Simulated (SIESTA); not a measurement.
## MoSe4 in SIESTA: the effect of pseudo set

MoSe4, a slab with vacuum:

```
CELL_PARAMETERS angstrom
3.32036 0.00000 0.00000
-1.66018 2.87552 0.00000
0.00000 0.00000 46.87492
ATOMIC_POSITIONS crystal
Se 0.33333 0.66667 0.16000
Se 0.33333 0.66667 0.46472
Mo 0.00000 0.00000 0.50000
Se 0.33333 0.66667 0.53528
Se 0.33333 0.66667 0.84000
```

Alike in all runs:

| Item | Value |
| --- | --- |
| Program | SIESTA 5.4.2 |
| Task | single point |
| Functional | PBE |
| Basis | DZP (energy shift 0.003 Ry; two zetas on semicore shells) |
| Grid cutoff | 800 Ry |
| Energy shift | 0.003 Ry |
| k mesh | 9 × 9 × 1 |
| Occupations | fermi-dirac, width 0.05 eV |
| Spin | no spin polarisation |

```tsv
pseudo set	largest force (eV/Å)
PseudoDojo 0.4 standard	1.03
PseudoDojo 0.4 stringent	0.71
PseudoDojo 0.5 standard	1.03
SG15 1.2	0.64
SPMS 1.0	1.08
Ansatz NC	?
```

Q: What does the run with pseudo set Ansatz NC give?

A: Largest force 0.99 eV/Å.

The runs don't all hold the same shells in valence.
